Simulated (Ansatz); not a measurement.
# A homologous series of junctions, from (SiH2)2 chain with thiolate ends, between Au (111) faces with adatoms, part 4 of 6

How fast does the conductance fall as the molecule grows?

Ansatz 0.2.0; DFT PBE, plane waves, PAW; relaxation of a junction, electrodes held but for their tips (the session's first sound run).

So far, conductance of the junction (G₀): step 3 (transmission between the leads, 82 atoms, molecule …) 0.179; step 6 (85 atoms, molecule oligosilane 3, thiolate ends, units 3) 0.0138.

## Step 8: Relaxing the junction, 88 atoms, molecule oligosilane 4, thiolate ends, units 4

This step: DFT PBE, plane waves, PAW; relaxation of a junction, electrodes held but for their tips (Ansatz 0.2.0).

System of this step: (SiH2)4 chain with thiolate ends, between Au (111) faces with adatoms. The cell holds 88 atoms: 74 Au, 2 S, 4 Si and 8 H. Its edges and angles: a = 8.825 Å, b = 8.825 Å, c = 31.729 Å, α = 90.0°, β = 90.0°, γ = 60.0°. Electrodes: Au (111) 3x3 face with an adatom; the apex atoms were set 10.449 Å apart; the free molecule is S[SiH2][SiH2][SiH2][SiH2]S. Regions: lower lead, 37 atoms (37 Au); bridge, 14 atoms (2 S, 4 Si and 8 H); upper lead, 37 atoms (37 Au). The structure is stacked along c, and the current runs across the ab planes.

The bridge and the electrodes' tips relax, while 72 atoms stay at the lead's spacing, so that the ends still repeat as a lead.

File input.yaml:

```yaml
crystal:
  lattice:
    - [8.8246926292, 0.0, 0.0]
    - [4.4123463146, 7.6424079975, 0.0]
    - [0.0, 0.0, 31.7289164757]
  atoms:
    - { symbol: Au, position: [0.722222222, 0.722222222, 0.0] }
    - { symbol: Au, position: [0.722222222, 0.055555556, 0.0] }
    - { symbol: Au, position: [0.722222222, 0.388888889, 0.0] }
    - { symbol: Au, position: [0.055555556, 0.722222222, 0.0] }
    - { symbol: Au, position: [0.055555556, 0.055555556, 0.0] }
    - { symbol: Au, position: [0.055555556, 0.388888889, 0.0] }
    - { symbol: Au, position: [0.388888889, 0.722222222, 0.0] }
    - { symbol: Au, position: [0.388888889, 0.055555556, 0.0] }
    - { symbol: Au, position: [0.388888889, 0.388888889, 0.0] }
    - { symbol: Au, position: [0.833333333, 0.833333333, 0.07569679] }
    - { symbol: Au, position: [0.833333333, 0.166666667, 0.07569679] }
    - { symbol: Au, position: [0.833333333, 0.5, 0.07569679] }
    - { symbol: Au, position: [0.166666667, 0.833333333, 0.07569679] }
    - { symbol: Au, position: [0.166666667, 0.166666667, 0.07569679] }
    - { symbol: Au, position: [0.166666667, 0.5, 0.07569679] }
    - { symbol: Au, position: [0.5, 0.833333333, 0.07569679] }
    - { symbol: Au, position: [0.5, 0.166666667, 0.07569679] }
    - { symbol: Au, position: [0.5, 0.5, 0.07569679] }
    - { symbol: Au, position: [0.944444444, 0.944444444, 0.15139358] }
    - { symbol: Au, position: [0.944444444, 0.277777778, 0.15139358] }
    - { symbol: Au, position: [0.944444444, 0.611111111, 0.15139358] }
    - { symbol: Au, position: [0.277777778, 0.944444444, 0.15139358] }
    - { symbol: Au, position: [0.277777778, 0.277777778, 0.15139358] }
    - { symbol: Au, position: [0.277777778, 0.611111111, 0.15139358] }
    - { symbol: Au, position: [0.611111111, 0.944444444, 0.15139358] }
    - { symbol: Au, position: [0.611111111, 0.277777778, 0.15139358] }
    - { symbol: Au, position: [0.611111111, 0.611111111, 0.15139358] }
    - { symbol: Au, position: [0.055555556, 0.055555556, 0.227090369] }
    - { symbol: Au, position: [0.055555556, 0.388888889, 0.227090369] }
    - { symbol: Au, position: [0.055555556, 0.722222222, 0.227090369] }
    - { symbol: Au, position: [0.388888889, 0.055555556, 0.227090369] }
    - { symbol: Au, position: [0.388888889, 0.388888889, 0.227090369] }
    - { symbol: Au, position: [0.388888889, 0.722222222, 0.227090369] }
    - { symbol: Au, position: [0.722222222, 0.055555556, 0.227090369] }
    - { symbol: Au, position: [0.722222222, 0.388888889, 0.227090369] }
    - { symbol: Au, position: [0.722222222, 0.722222222, 0.227090369] }
    - { symbol: Au, position: [0.5, 0.5, 0.297488384] }
    - { symbol: S, position: [0.255856836, 0.608163101, 0.341071018] }
    - { symbol: Si, position: [0.393844328, 0.485843194, 0.397952641] }
    - { symbol: Si, position: [0.206351284, 0.55118705, 0.453880262] }
    - { symbol: Si, position: [0.377516097, 0.408064978, 0.511155121] }
    - { symbol: Si, position: [0.550790633, 0.529861727, 0.523033522] }
    - { symbol: S, position: [0.718969538, 0.411063809, 0.576237022] }
    - { symbol: H, position: [0.518489298, 0.54884487, 0.40640742] }
    - { symbol: H, position: [0.49600134, 0.294111457, 0.390677919] }
    - { symbol: H, position: [0.078508303, 0.490508106, 0.446198893] }
    - { symbol: H, position: [0.106553477, 0.742967667, 0.46236464] }
    - { symbol: H, position: [0.266144129, 0.43179514, 0.548714309] }
    - { symbol: H, position: [0.484629404, 0.217110897, 0.502212375] }
    - { symbol: H, position: [0.440775452, 0.720072946, 0.531543867] }
    - { symbol: H, position: [0.661183552, 0.504456592, 0.485446167] }
    - { symbol: Au, position: [0.5, 0.5, 0.626814826] }
    - { symbol: Au, position: [0.277777778, 0.277777778, 0.697212841] }
    - { symbol: Au, position: [0.277777778, 0.611111111, 0.697212841] }
    - { symbol: Au, position: [0.277777778, 0.944444444, 0.697212841] }
    - { symbol: Au, position: [0.611111111, 0.277777778, 0.697212841] }
    - { symbol: Au, position: [0.611111111, 0.611111111, 0.697212841] }
    - { symbol: Au, position: [0.611111111, 0.944444444, 0.697212841] }
    - { symbol: Au, position: [0.944444444, 0.277777778, 0.697212841] }
    - { symbol: Au, position: [0.944444444, 0.611111111, 0.697212841] }
    - { symbol: Au, position: [0.944444444, 0.944444444, 0.697212841] }
    - { symbol: Au, position: [0.388888889, 0.388888889, 0.772909631] }
    - { symbol: Au, position: [0.388888889, 0.722222222, 0.772909631] }
    - { symbol: Au, position: [0.388888889, 0.055555556, 0.772909631] }
    - { symbol: Au, position: [0.722222222, 0.388888889, 0.772909631] }
    - { symbol: Au, position: [0.722222222, 0.722222222, 0.772909631] }
    - { symbol: Au, position: [0.722222222, 0.055555556, 0.772909631] }
    - { symbol: Au, position: [0.055555556, 0.388888889, 0.772909631] }
    - { symbol: Au, position: [0.055555556, 0.722222222, 0.772909631] }
    - { symbol: Au, position: [0.055555556, 0.055555556, 0.772909631] }
    - { symbol: Au, position: [0.5, 0.5, 0.84860642] }
    - { symbol: Au, position: [0.5, 0.833333333, 0.84860642] }
    - { symbol: Au, position: [0.5, 0.166666667, 0.84860642] }
    - { symbol: Au, position: [0.833333333, 0.5, 0.84860642] }
    - { symbol: Au, position: [0.833333333, 0.833333333, 0.84860642] }
    - { symbol: Au, position: [0.833333333, 0.166666667, 0.84860642] }
    - { symbol: Au, position: [0.166666667, 0.5, 0.84860642] }
    - { symbol: Au, position: [0.166666667, 0.833333333, 0.84860642] }
    - { symbol: Au, position: [0.166666667, 0.166666667, 0.84860642] }
    - { symbol: Au, position: [0.611111111, 0.611111111, 0.92430321] }
    - { symbol: Au, position: [0.611111111, 0.944444444, 0.92430321] }
    - { symbol: Au, position: [0.611111111, 0.277777778, 0.92430321] }
    - { symbol: Au, position: [0.944444444, 0.611111111, 0.92430321] }
    - { symbol: Au, position: [0.944444444, 0.944444444, 0.92430321] }
    - { symbol: Au, position: [0.944444444, 0.277777778, 0.92430321] }
    - { symbol: Au, position: [0.277777778, 0.611111111, 0.92430321] }
    - { symbol: Au, position: [0.277777778, 0.944444444, 0.92430321] }
    - { symbol: Au, position: [0.277777778, 0.277777778, 0.92430321] }
kpoints:
  mp_grid: { grid: [2, 2, 1] }
scf:
  occupations: { method: fermi_dirac, width: 0.1 }
hamiltonian:
  xc: pbe
relax:
  constraints:
    - { sites: [0, 1, 2, 3, 4, 5, 6, 7, 8, 9, 10, 11, 12, 13, 14, 15, 16, 17, 18, 19, 20, 21, 22, 23, 24, 25, 26, 27, 28, 29, 30, 31, 32, 33, 34, 35, 52, 53, 54, 55, 56, 57, 58, 59, 60, 61, 62, 63, 64, 65, 66, 67, 68, 69, 70, 71, 72, 73, 74, 75, 76, 77, 78, 79, 80, 81, 82, 83, 84, 85, 86, 87] }
  f_tol: 0.05
  max_steps: 35
```

The run is started by

```console
$ ansatz run input.yaml --threads 16 --pin off --max-ram 61440MiB --backend cuda --events-out ev --progress --plain --runs-dir out --max-vram 78GiB
```

Numbers of over 12 decimals in the logs are rounded to 6 here.

The log of the run:

```text
Engine: ansatz 0.2.0, aarch64-unknown-linux-gnu
Pseudopotentials: kind: paw
Pseudopotential: Au, paw, valence charge 19, recommended cutoff 420 eV (normal), Au.paw.azcp
Pseudopotential: S, paw, valence charge 6, recommended cutoff 420 eV (normal), S.paw.azcp
Pseudopotential: Si, paw, valence charge 4, recommended cutoff 420 eV (normal), Si.paw.azcp
Pseudopotential: H, paw, valence charge 1, recommended cutoff 420 eV (normal), H.paw.azcp
Functional definition: PBE
  parameter kappa = 0.804
  parameter beta = 0.066725
  exchange = pbe_x(kappa = kappa, mu = beta*pi^2/3)
  correlation = pbe_c(beta = beta)
[...]
Crystal: 88 atoms, lattice volume = 2139.858 Å³
Basis set: ecut = 420 eV, 41765 PW (Γ), exchange–correlation on 120×120×432 points (8 copies of the dense FFT grid, shifted against one another)
Bands: 866, of which v1, the nominal top of the filled ones, is band 721 counted from 1 (720 counted from 0)
Symmetry: 1 space group operations
Space group: P1 (ITA 1), of the structure as read, at distance tolerance 1.3e-4 Å
k-points: 4
Non-local potential: Au, projectors of the file, l = 0: 3, l = 1: 2, l = 2: 2, l = 3: 1
Non-local potential: S, projectors of the file, l = 0: 2, l = 1: 2, l = 2: 2
Non-local potential: Si, projectors of the file, l = 0: 2, l = 1: 2, l = 2: 2
Non-local potential: H, projectors of the file, l = 0: 2, l = 1: 1
PAW form: soft (Blöchl's): semilocal exchange-correlation on the pseudo side does not see the compensation charge
PAW one-centre angular grid: Au, 590 points (default); XC on 64 Gauss nodes
PAW one-centre angular grid: S, 110 points (default); XC on 64 Gauss nodes
PAW one-centre angular grid: Si, 110 points (default); XC on 64 Gauss nodes
PAW one-centre angular grid: H, 110 points (default); XC on 64 Gauss nodes
Initial density: superposition of atomic densities (neutral atoms: chi_scale 0, normalization atom), corrected by the library's trained network
Initial wavefunctions: pseudopotential atomic-orbital guess
[...]
Functional: x = pbe(κ = 0.804, μ = 0.219515), c = pbe(β = 0.066725)
SCF iter   1: F=—  HF=-977516.849656 eV  |F-HF|=—  |Δ(HF+E_count)|=         —  Δρ=4.22e-3  dr2=1.78e1  ethr=1.77e-3  ⟨swp⟩=6.0  Hψ=13458  notcnv=0  defer=60
preconditioner: auto → LDOS  [metal: Δε(μ)=0.108 eV  Ē_g=8.894 eV  σ=0.100 eV  W_gap=0.26  n_scr=612 (ndim 8)  ℏωp=23.4 eV  f_vac=0.288  D(μ)=39.79/eV (n_scr^D=240)  β→1.0]
SCF iter   2: F=—  HF=-977516.777816 eV  |F-HF|=—  |Δ(HF+E_count)|=   7.18e-2  Δρ=8.48e-3  dr2=1.69e1  ethr=1.24e-3  ⟨swp⟩=1.2  Hψ=3989  notcnv=0  defer=338
[...]
SCF iter  10: F=-977516.415987 eV  HF=-977516.416007 eV  |F-HF|=1.91e-5  |Δ(HF+E_count)|=   4.21e-6  Δρ=9.85e-6  dr2=1.99e-5  ethr=4.33e-9  ⟨swp⟩=3.0  Hψ=7810  notcnv=0
SCF 1 converged in 10 iterations: F = -977516.415987 eV  dr2 = 1.99e-5
[...]
relax step   1: F+E_penalty+E_count = -977516.41598745 eV  Δ(F+E_penalty+E_count) = +0.000e0 eV  max|allowed force component| = 6.857e-1 eV/Å  Δτ_max = 0.0000 Å  (10 SCF iters, dr2 threshold 6.25e-5 eV, accepted)
[...]
relax step   2: F+E_penalty+E_count = -977516.49750431 eV  Δ(F+E_penalty+E_count) = -8.152e-2 eV  max|allowed force component| = 6.925e-1 eV/Å  Δτ_max = 0.1637 Å  (6 SCF iters, dr2 threshold 2.94e-5 eV, accepted)
[...]
relax step   4: F+E_penalty+E_count = -977516.58230073 eV  Δ(F+E_penalty+E_count) = -1.101e-2 eV  max|allowed force component| = 2.018e-1 eV/Å  Δτ_max = 0.2000 Å  (8 SCF iters, accepted)
[...]
SCF 5 converged in 6 iterations: F = -977516.603044 eV  dr2 = 1.44e-6
[...]
SCF 8 converged in 8 iterations: F = -977516.629219 eV  dr2 = 1.32e-8
[...]
SCF 11 converged in 5 iterations: F = -977516.674324 eV  dr2 = 1.53e-5
[...]
SCF 14 converged in 6 iterations: F = -977516.737857 eV  dr2 = 2.82e-6
[...]
SCF 17 converged in 5 iterations: F = -977516.780620 eV  dr2 = 2.69e-5
[...]
SCF 20 converged in 8 iterations: F = -977516.828615 eV  dr2 = 8.58e-8
[...]
SCF 23 converged in 6 iterations: F = -977516.851896 eV  dr2 = 5.96e-6
[...]
SCF 26 converged in 6 iterations: F = -977516.861400 eV  dr2 = 1.30e-6
[...]
SCF 29 converged in 6 iterations: F = -977516.871774 eV  dr2 = 1.52e-6
[...]
SCF 32 converged in 5 iterations: F = -977516.880169 eV  dr2 = 1.77e-6
[...]
SCF 35 converged in 5 iterations: F = -977516.889119 eV  dr2 = 3.09e-6
[...]
atom   7  Au    -0.00372028     0.00528209     0.00491049
  atom   8  Au    -0.00711440     0.00342358     0.00380441
  atom   9  Au    -0.00248376    -0.00083070     0.00571947
  atom  10  Au    -0.00553895    -0.00087634     0.04419343
  atom  11  Au     0.00322075    -0.00259904     0.02871914
  atom  12  Au     0.00375138    -0.00036925     0.02499669
  atom  13  Au    -0.00029617     0.00097429     0.02569898
  atom  14  Au     0.00181449     0.00017919     0.05495757
[...]
atom  85  Au     0.01391340    -0.00619697    -0.00798473
  atom  86  Au    -0.00092461    -0.00041349    -0.00454861
  atom  87  Au     0.00299044     0.01516705    -0.00964794
  atom  88  Au    -0.01240832    -0.00812176    -0.00906225
  max |Σ_I F_I| component: 1.69e-4 eV/Å
End of that report.
Error: geometry relaxation did not converge after 35 steps: max|allowed force component| = 1.23e-1 eV/Å (threshold 5.0e-2). Raise `relax.max_steps` over both its present limit and 35, loosen `relax.f_tol`, or start from a geometry closer to equilibrium. Where this run's directory can be resumed (`checkpoint.write`), a resume goes on for up to `relax.max_steps` more
```

It took 70 s on 1 × NVIDIA GB200 with 16 threads of Arm Neoverse V2, shared host; peak memory 1.9 GiB.

The run stopped without converging, so none of its numbers is a property of the system.

The program's message: “Error: geometry relaxation did not converge after 35 steps: max|allowed force component| = 1.23e-1 eV/Å (threshold 5.0e-2). Raise `relax.max_steps` over both its present limit and 35, loosen `relax.f_ …”

(Part 4 of 6 ends here.)

[Logs are printed without paths, hosts, clocks, repeated set-up lines and the standing remarks that a program may print on its own settings, such as how far it seeks lower states.]

[Hosts, paths, dates, database ids (printed as entryN), source tags and the programs' standing remarks are cut or masked in the printed files.]
